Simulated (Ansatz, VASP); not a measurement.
La2O3 in VASP and in Ansatz

```
La O
1.0
     4.58003    0.00000    0.00000
     0.00000    4.58003    0.00000
     0.00000    0.00000    4.58003
La O
2 3
Direct
  0.00000 0.00000 0.00000
  0.50000 0.50000 0.50000
  0.00000 0.50000 0.50000
  0.50000 0.00000 0.50000
  0.50000 0.50000 0.00000
```

Alike in both runs: functional PBE; k mesh 8 × 8 × 8; occupations gaussian, width 0.02 eV; no spin polarisation.

Ansatz relaxed the structure, and its values are those at the end. VASP's run is a single point on that final structure, the one shown.

|  | VASP | Ansatz |
| --- | --- | --- |
| version | VASP 6.6.1 | Ansatz 0.2.0 |
| potentials or method | VASP PAW PBE potentials, release 64 (La, O) | scalar-relativistic, plane waves, PAW |
| plane-wave cutoff (eV) | 520 | 420 |
| valence electrons in the cell | 40 | 40 |

```csv
,VASP,Ansatz,Ansatz less VASP
gap on the k mesh at the Fermi level (eV),0.56,0.51,-0.050
least direct gap on the mesh (eV),0.59,0.54,-0.050
pressure (GPa),-0.3,0.0,+0.24
```

Caveats: spin-orbit coupling is left out, which moves the levels of the heavy elements. A k mesh can miss the band edges.
